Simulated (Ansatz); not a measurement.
MgS, NiAs type, relaxed with r2SCAN: 8 runs in the PAW code Ansatz, each a construction of maximally localised Wannier functions. Space group P6_3/mmc (No. 194), hexagonal; a = 3.645 Å, c = 6.147 Å in the conventional setting, 17.69 Å³ an atom. Around Mg lie 6 S at 2.61 Å; around S lie 6 Mg at 2.61 Å. Note: simulated data, non-magnetic, for a generated structure that need not be the stable one.

```
Mg S
1.0
     3.64543    0.00000    0.00000
    -1.82272    3.15704    0.00000
     0.00000    0.00000    6.14736
Mg S
2 2
Direct
  0.00000 0.00000 0.00000
  0.00000 0.00000 0.50000
  0.33333 0.66667 0.25000
  0.66667 0.33333 0.75000
```

Windows count from the top of the filled bands; a dash means that no such window was set (without an outer window there is no disentanglement).

| functional | SCF mesh | trial orbitals | functions | mesh | window (eV) | frozen (eV) | Ω total (Å²) | Ω invariant (Å²) | largest spread (Å²) | least projectability | interpolation miss of the model's filled bands (eV, to the nearest computed level) |
| --- | --- | --- | --- | --- | --- | --- | --- | --- | --- | --- | --- |
| PBE | 6×6×4 | S s, S p | 8 | 6×6×4 | – | – | 11.52 | 9.62 | 1.56 | 0.92 | 0.030 |
| PBE | 6×6×4 | S s, S p | 8 | 12×12×4 | – | – | 11.88 | 10.01 | 1.59 | 0.92 | 0.016 |
| PBE | 6×6×4 | S p | 6 | 6×6×4 | – | – | 11.88 | 11.76 | 2.04 | 0.84 | 0.033 |
| r2SCAN | 6×6×4 | S s, S p | 8 | 6×6×4 | – | – | 11.11 | 9.22 | 1.49 | 0.93 | 0.022 |
| HSE06 | 6×6×4 | S s, S p | 8 | 6×6×4 | – | – | 11.16 | 9.27 | 1.50 | 0.93 | – |
| HSE06 | 6×6×4 | S p | 6 | 6×6×4 | – | – | 11.53 | 11.42 | 1.97 | 0.85 | – |

**Question.** Estimate from these rows what the further settings give.

| functional | SCF mesh | trial orbitals | functions | mesh | window (eV) | frozen (eV) |
| --- | --- | --- | --- | --- | --- | --- |
| r2SCAN | 6×6×4 | S p | 6 | 6×6×4 | – | – |
| PBE | 6×6×4 | S s, S p | 8 | 6×6×2 | – | – |

**Answer.**
```tsv
functional	SCF mesh	trial orbitals	functions	mesh	window (eV)	frozen (eV)	Ω total (Å²)	Ω invariant (Å²)	largest spread (Å²)	least projectability	interpolation miss of the model's filled bands (eV, to the nearest computed level)
r2SCAN	6×6×4	S p	6	6×6×4	–	–	11.46	11.36	1.96	0.85	0.023
PBE	6×6×4	S s, S p	8	6×6×2	–	–	11.15	9.24	1.52	0.92	0.146
```

For S s, S p with PBE the spread goes 11.15 Å² (6×6×2), 11.52 Å² (6×6×4), 11.88 Å² (12×12×4): finite differences on a coarse mesh understate it.
